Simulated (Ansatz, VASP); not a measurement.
## ZnS (Wurtzite-2H): VASP beside Ansatz

Contents of INCAR:

```
ALGO = Normal
EDIFF = 1E-6
ENCUT = 520
GGA = PE
ISIF = 2
ISMEAR = 0
LASPH = True
LCHARG = False
LREAL = False
LWAVE = False
NBANDS = 26
NELM = 80
PREC = Accurate
SIGMA = 0.014
```

KPOINTS

```
k-points
0
Gamma
  8 8 5
```

The input POSCAR:

```
ZnS
1.0
    3.8110000000      0.0000000000      0.0000000000
   -1.9055000000      3.3004228138      0.0000000000
    0.0000000000      0.0000000000      6.2340000000
Zn S
2 2
Direct
    0.6666666667      0.3333333333      0.5000000000
    0.3333333333      0.6666666667      0.0000000000
    0.6666666667      0.3333333333      0.8850000000
    0.3333333333      0.6666666667      0.3850000000
```

File input.yaml:

```yaml
crystal:
  lattice:
    - [3.811, 0.0, 0.0]
    - [-1.9055, 3.3004228138, 0.0]
    - [0.0, 0.0, 6.234]
  atoms:
    - { symbol: Zn, position: [0.6666666667, 0.3333333333, 0.5] }
    - { symbol: Zn, position: [0.3333333333, 0.6666666667, 0.0] }
    - { symbol: S, position: [0.6666666667, 0.3333333333, 0.885] }
    - { symbol: S, position: [0.3333333333, 0.6666666667, 0.385] }
hamiltonian:
  xc: pbe
  pseudopotentials: { kind: paw }
kpoints:
  mp_grid: { grid: [8, 8, 5] }
scf:
  occupations: { method: gaussian, width: 0.014 }
output:
  forces: true
  stress: true
  eigenvalues: true
```

Alike in both runs: task single point; functional PBE; k mesh 8 × 8 × 5; occupations gaussian, width 0.014 eV; no spin polarisation.

```csv
,VASP,Ansatz
version,VASP 6.6.1,Ansatz 0.2.0
potentials or method,"VASP PAW PBE potentials, release 64 (Zn, S)",Ansatz PAW
plane-wave cutoff (eV),520,420
valence electrons in the cell,36,36
```

```tsv
	VASP	Ansatz	Ansatz less VASP
gap on the k mesh at the Fermi level (eV)	2.25	2.25	-0.006
least direct gap on the mesh (eV)	2.25	2.25	-0.006
pressure (GPa)	2.5	2.3	-0.16
largest component of the traceless stress (GPa)	1.37	1.35	-0.024
rms of the force components (eV/Å)	0.186	0.184	-0.0019
```

Atom by atom the forces differ by 0.002 eV/Å (rms over components).

Caveats: odd divisions of the mesh miss points on the zone boundary, where band edges often lie, so the gap on the mesh can be too wide (Ansatz). PBE gaps usually lie below the measured ones, often by a third to a half.
